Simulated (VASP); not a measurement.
Wanted: the native input for a VASP 6.6.1 run.

* Task: density of states
* Functional: PBE
* Potentials or basis: VASP PAW PBE potentials, release 64 (Ca_sv, F)
* Cutoff: 520 eV
* k mesh: 8 × 8 × 8
* Occupations: gaussian, width 0.03 eV
* Spin: no spin polarisation
* k mesh for the DOS: 12 × 12 × 12
* Occupations for the DOS: tetrahedron
* Further INCAR settings: ALGO = Normal; EDIFF = 1e-06; NBANDS = 19

Crystal: CaF2 (Fluorite).

```
Ca F
1.0
     0.00000    2.71232    2.71232
     2.71232    0.00000    2.71232
     2.71232    2.71232    0.00000
Ca F
1 2
Direct
  0.00000 0.00000 0.00000
  0.25000 0.25000 0.25000
  0.75000 0.75000 0.75000
```

The input as run:

POSCAR

```
CaF2                                    
1.0
    0.0000000000      2.7123156406      2.7123156406
    2.7123156406      0.0000000000      2.7123156406
    2.7123156406      2.7123156406      0.0000000000
  Ca              F             
     1     2
Direct
     0.0000000000000000    0.0000000000000000    0.0000000000000000
     0.2500000000000000    0.2500000000000000    0.2500000000000000
     0.7500000000000000    0.7500000000000000    0.7500000000000000
```

INCAR.step1

```
PREC = Accurate
ENCUT = 520
EDIFF = 1E-6
ISMEAR = 0
SIGMA = 0.03
LREAL = F
LASPH = T
NELM = 80
ALGO = Normal
ISIF = 2
LWAVE = F
LCHARG = T
GGA = PE
NBANDS = 19
KPAR = 2
```

KPOINTS.step1

```
Automatic mesh
0
Gamma
  8 8 8
```

INCAR.step2

```
PREC = Accurate
ENCUT = 520
EDIFF = 1E-6
ISMEAR = -5
SIGMA = 0.03
LREAL = F
LASPH = T
NELM = 80
ALGO = Normal
ISIF = 2
LWAVE = F
LCHARG = F
GGA = PE
LORBIT = 11
NBANDS = 19
KPAR = 2
NEDOS = 2001
ICHARG = 11
```

KPOINTS.step2

```
Automatic mesh
0
Gamma
  12 12 12
```

Potentials or basis: VASP PAW PBE potentials, release 64 (Ca_sv, F).

Launch:

```console
$ cat potpaw_PBE.64/Ca_sv/POTCAR potpaw_PBE.64/F/POTCAR > POTCAR
$ cp INCAR.step1 INCAR
$ cp KPOINTS.step1 KPOINTS
$ mpirun -np 2 vasp_std > vasp.out
$ cp INCAR.step2 INCAR
$ cp KPOINTS.step2 KPOINTS
$ mpirun -np 2 vasp_std > vasp.out
```

Results of the run:

```
Valence electrons inside the program's atomic spheres : Ca 8.12; F 6.13
```

Wall time 20 s on 2 MPI ranks on Intel(R) Xeon(R) Platinum 8488C (Sapphire Rapids) (shared host), peak memory 0.18 GiB a rank.
